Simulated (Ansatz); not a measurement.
# IrO2: the cost of one run

Program: Ansatz 0.2.0. Level of theory: DFT PBE, scalar-relativistic, plane waves, PAW. These are calculated values, not measurements.

1 further run of the same task is left out (set aside as unsound or not needed).

## (1) Starting point

Symmetry: P4_2/mnm, No. 136, tetragonal system. Conventional cell: a = 4.640 Å, b = 4.640 Å, c = 3.006 Å, α = 90.00°, β = 90.00°, γ = 90.00°. Ti (site symmetry mmm) is surrounded by 6 O at 1.97 to 2.01 Å. O (site symmetry m2m) has 3 Ti at 1.97 to 2.01 Å as nearest neighbours.

Structure file:

```cif
data_structure
_symmetry_space_group_name_H-M 'P4_2/mnm'
_symmetry_Int_Tables_number 136
_cell_length_a 4.6404
_cell_length_b 4.6404
_cell_length_c 3.0061
_cell_angle_alpha 90.000
_cell_angle_beta 90.000
_cell_angle_gamma 90.000
_cell_volume 64.73
loop_
_atom_site_label
_atom_site_type_symbol
_atom_site_symmetry_multiplicity
_atom_site_Wyckoff_symbol
_atom_site_fract_x
_atom_site_fract_y
_atom_site_fract_z
_atom_site_occupancy
Ti1 Ti 2 b 0.50000 0.50000 0.00000 1
O1 O 4 g 0.69435 0.69435 0.50000 1
```

It goes back to an entry of the Materials Project.

This cell was relaxed beforehand with the same method: volume 10.79 Å³/atom, gap on the mesh 2.26 eV.

## (2) Ti → Ir: the starting cell

IrO2 starts from the relaxed positions of TiO2, with all lengths scaled by 0.958, a guess from tabulated radii. Atoms that may carry a moment start with parallel spins.

## (3) Probe: one point at the start (IrO2)

Input file input.yaml:

```yaml
crystal:
  lattice:
    - [4.4471449652, 0.0, 0.0]
    - [0.0, 4.4471449652, 0.0]
    - [0.0, 0.0, 2.8809505005]
  atoms:
    - { symbol: Ir, position: [0.5, 0.5, 0.0], spin: 1.0 }
    - { symbol: Ir, position: [0.0, 0.0, 0.5], spin: 1.0 }
    - { symbol: O, position: [0.6943530384, 0.6943530384, 0.5] }
    - { symbol: O, position: [0.8056469616, 0.1943530384, 0.0] }
    - { symbol: O, position: [0.1943530384, 0.8056469616, 0.0] }
    - { symbol: O, position: [0.3056469616, 0.3056469616, 0.5] }
basis:
  ecutwfc: 420
kpoints:
  mp_grid: { grid: [4, 4, 6] }
hamiltonian:
  xc: pbe
scf:
  occupations: { method: gaussian, width: 0.1 }
  lower_state_search: "off"
output:
  forces: true
  stress: true
  eigenvalues: true
  populations: true
magnetization:
  spin_polarized: true
```

Command:

```console
$ ansatz run input.yaml --threads 1 --pin off --max-ram 2560MiB --backend cpu --events-out ev --progress --plain --runs-dir out
```

What time and memory should one allow on 1 thread of Intel Xeon Platinum 8259CL at 2.50GHz (Skylake/Cascade Lake), shared host?

About 7.8 s, with a peak of 0.4 GiB.
